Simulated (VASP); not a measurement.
# VASP inputs for ZrO2 (strained database structure)

INCAR

```
NSW = 0
IBRION = -1
PREC = Accurate
ISIF = 2
NELM = 120
ISMEAR = -1
LREAL = .FALSE.
ENCUT = 520
LWAVE = .FALSE.
LCHARG = .FALSE.
SIGMA = 0.02
NBANDS = 33
LASPH = .TRUE.
EDIFF = 1E-7
GGA = PE
```

KPOINTS

```
KPOINTS created by Atomic Simulation Environment
0
Gamma
8 8 6
0 0 0
```

KPOINTS_OPT

```
special points
7
Reciprocal
0.0000000000 0.0000000000 0.0000000000 1
0.0000000000 0.5000000000 0.0000000000 1
0.5000000000 0.5000000000 0.0000000000 1
0.0000000000 0.0000000000 0.5000000000 1
0.0000000000 0.5000000000 0.5000000000 1
0.5000000000 0.5000000000 0.5000000000 1
0.1979170000 0.1979170000 0.0000000000 1
```

POSCAR

```
Zr O
 1.0000000000000000
     3.6010285391000001    0.0000000000000000    0.0000000000000000
     0.0000000000000000    3.6010285391000001    0.0000000000000000
     0.0000000000000000    0.0000000000000000    5.0703450200000004
 Zr  O
   2   4
Cartesian
 -0.0000000000000000 -0.0000000000000000 -0.0000000000000000
  1.8005142695499998  1.8005142695499998  2.5351725100000002
 -0.0000000000000000  1.8005142695499998  1.4863719087724505
  0.0000000000000000  1.8005142695499998  4.0215444187724509
  1.8005142695499998  0.0000000000000000  3.5839731112275497
  1.8005142695499998  0.0000000000000000  1.0488006012275497
```

VASP ran with the recommended PBE PAW datasets (48 valence electrons in the cell).

What does this run give?

gap between bands v and c 3.79 eV; least direct gap 3.88 eV; pressure 9.2 GPa; largest force 0.03 eV/Å.

Band v is the last that the valence electrons fill when counted band by band, and c is the next. Levels in eV from the top of v:

| point | v−1 | v | c | c+1 |
| --- | --- | --- | --- | --- |
| Γ | -0.33 | -0.09 | 3.79 | 4.42 |
| X | -0.12 | -0.12 | 4.24 | 4.24 |
| M | -0.38 | -0.38 | 4.86 | 4.86 |
| Z | -0.22 | -0.22 | 4.43 | 4.43 |
| R | -1.09 | -1.09 | 4.43 | 4.43 |
| A | -0.21 | -0.21 | 5.00 | 5.00 |
